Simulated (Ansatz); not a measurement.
Runs of Ansatz 0.2.0 on Br. Symmetry: Immm, No. 71, orthorhombic system. The conventional cell has a = 2.574 Å, b = 3.440 Å, c = 7.156 Å, α = 90.00°, β = 90.00°, γ = 90.00°. Br (site symmetry mmm) has 2 Br at 2.57 Å as nearest neighbours. 

```tsv
level	gap on the mesh (eV)	pressure (GPa)	relaxed volume (Å³/atom)
PBEsol+D4	none	0.0	28.40
PBEsol	none	0.0	30.81
PBEsol+D3(BJ)-ATM	none	0.0	27.95
PBEsol+D3(BJ)	none	0.0	(a)
```

Alike in all rows: task relaxation of cell and atoms; potentials or basis Ansatz PAW; no spin polarisation; cell relaxed; k mesh 13 × 13 × 13; cutoff (eV) 420; smearing fermi-dirac 0.05 eV.

**Question.** Estimate the missing entries.

**Answer.** (a) 27.69.

Caveats: the plane-wave basis is chosen anew once the cell has moved, so the energies of steps on either side of that aren't comparable; an odd number of electrons without spin polarisation forces a metal; a magnetic or distorted state may lie lower; the PAW data sets come from PBE, with cores solved anew for the run's functional, which leaves a small shift of forces and pressure; pairwise dispersion overbinds metals, which lowers pressure and volume (some runs).

A k mesh can miss the band edges, and the runs leave out spin-orbit coupling on Br.

A gap of «none» marks a metal or a gap under the smearing width.
